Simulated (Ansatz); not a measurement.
**AlNi under changes of volume**

One of the cells (12.452 Å³/atom); the others are scaled copies at fixed shape and fractional positions:

```
Ni Al
1.0
     2.30068   -1.39468    0.00000
     2.30068    1.39468    0.00000
    -1.35645    0.00000    3.88084
Ni Al
1 1
Direct
  0.50000 0.50000 0.50000
  0.00000 0.00000 0.00000
```

The cell comes from a database or a generator and needn't be the stable form of this composition.

| Property | Result |
| --- | --- |
| Program | Ansatz 0.2.0 |
| Functional | PBE |
| Potentials or basis | all-electron LAPW, scalar-relativistic |
| Cutoff | 280 eV (chosen from the basis error) |
| Basis error allowed | 0.0005 eV/atom |
| k mesh | 11 × 11 × 7 |
| Occupations | fermi-dirac, width 0.05 eV |
| Spin | collinear spin, ferromagnetic start |
| Starting moments | [1.0, 0.0] μB |

```tsv
volume (Å³/atom)	energy over the lowest point (meV/atom)	pressure (GPa)
11.705	?	?
11.954	16.36	8.6
12.203	5.82	5.0
12.452	0.55	1.8
12.702	0.00	-1.0
12.951	3.70	-3.6
13.200	11.21	-6.0
```

Task: What does the run at 11.705 Å³/atom give?

Result: Energy over the lowest point 32.75 meV/atom; pressure 12.6 GPa.

Worked out: A Birch-Murnaghan fit of order 3 (a polynomial in V^(-2/3)) to the other rows has its minimum at 12.61 Å³/atom with B0 = V·E''(V) = 144 GPa and B' = 4.5 at fixed shape and positions, which overstates the stiffness. It gives 32.76 meV/atom at 11.705 Å³/atom, against the run's 32.75, and -dE/dV = 12.6 GPa, against 12.6.

Energies are extrapolated to zero smearing.

Caveats: the starting moments weren't kept.
